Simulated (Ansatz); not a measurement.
Runs of Ansatz 0.2.0 on WS2 (Tungstenite). The structure is hexagonal, space group P6_3/mmc (No. 194). Conventional cell: a = 3.180 Å, b = 3.180 Å, c = 12.500 Å, α = 90.00°, β = 90.00°, γ = 120.00°. Around W (site symmetry -6m2) lie 6 S at 2.41 Å. S (site symmetry 3m) is surrounded by 3 W at 2.41 Å. 

```csv
task,level,potentials or basis,U,cell,cutoff (eV),points for each segment of the path,hubbard projectors,double counting,gap on the mesh (eV),pressure (GPa),relaxed volume (Å³/atom),largest force (eV/Å)
relaxation of cell and atoms,PBE,Ansatz PAW,-,relaxed,420,-,-,-,1.78,0.0,21.79,-
relaxation of cell and atoms,PBE+D4,Ansatz PAW,-,relaxed,420,-,-,-,0.99,0.0,17.53,-
band structure,PBE+U,Ansatz PAW,W d U = 2 eV,as given,420,14,ortho-atomic (the default),fll (the default),1.17,2.4,-,0.14
band structure,PBE+U,Ansatz PAW,W d U = 5 eV,as given,420,14,ortho-atomic (the default),fll (the default),(d),2.7,-,0.16
band structure,PBE,Ansatz PAW,-,as given,420,14,-,-,1.12,2.3,-,0.13
relaxation of cell and atoms,PBE,JTH PAW,-,relaxed,1290,-,-,-,1.77,0.0,(c),-
band structure,PBE+U,Ansatz PAW,W d U = 3 eV,as given,420,14,ortho-atomic (the default),fll (the default),1.20,2.5,-,0.14
band structure,PBE+U,Ansatz PAW,W d U = 4 eV,as given,420,14,ortho-atomic (the default),fll (the default),(a),2.6,-,0.15
relaxation of cell and atoms,PBE,SPMS NC,-,relaxed,544,-,-,-,1.72,0.0,21.30,-
relaxation of cell and atoms,PBE+D3(BJ)-ATM,Ansatz PAW,-,relaxed,420,-,-,-,1.01,0.0,17.64,-
relaxation of cell and atoms,PBE+D3(BJ),Ansatz PAW,-,relaxed,420,-,-,-,(b),0.0,17.43,-
```

Alike in all rows: no spin polarisation; k mesh 10 × 10 × 3; smearing fermi-dirac 0.05 eV.

Task: Fill in the values left out.

Result: (a) 1.24; (b) 0.96; (c) 21.74; (d) 1.26.

Caveats: spin-orbit coupling is left out, which moves the levels of the heavy elements; odd divisions of the mesh miss points on the zone boundary, where band edges often lie, so the gap on the mesh can be too wide (some runs); the plane-wave basis is chosen anew once the cell has moved, so the energies of steps on either side of that aren't comparable (some runs); the k mesh misses the band edges, so the gap on the mesh is wider than the one along the path (some runs); this functional lacks dispersion, which binds the layers, so the pressure and a relaxed spacing across them are unreliable (some runs); the volume moved by over 15 % at a fixed basis, so the end points are rough (some runs); this functional lacks dispersion, which binds the layers, so the pressure and a relaxed spacing across them are unreliable, and here the layers came unbound (some runs).

A k mesh can miss the band edges, and the runs leave out spin-orbit coupling on W.
